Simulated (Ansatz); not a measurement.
Base system: ZnTe in the zinc blende structure (space group F-43m, No. 216; a = 6.066 Å).

Computed with PBEsol (Ansatz, a program for electronic structure; PAW; 420 eV plane waves; no spin-orbit coupling).

For the base:

| Quantity | Value |
|---|---|
| Gap between the host's bands | 1.24 eV |

It is then changed as follows: hole doping at 7.0×10^21 cm⁻³ (0.391 per cell), with a uniform compensating background at fixed cell and a 300 K Fermi–Dirac width.

Predict the new gap between the host's bands.

The gap between the host's bands goes up by 0.12 eV, from 1.24 eV to 1.36 eV.

Carriers are added with a uniform compensating background; total energy and stress of such cells depend on the potential's zero and are not compared; many-body gap narrowing is missing at this level. Spin-orbit coupling, missing from the scalar runs, can matter with Te. No phonon test of stability was made.
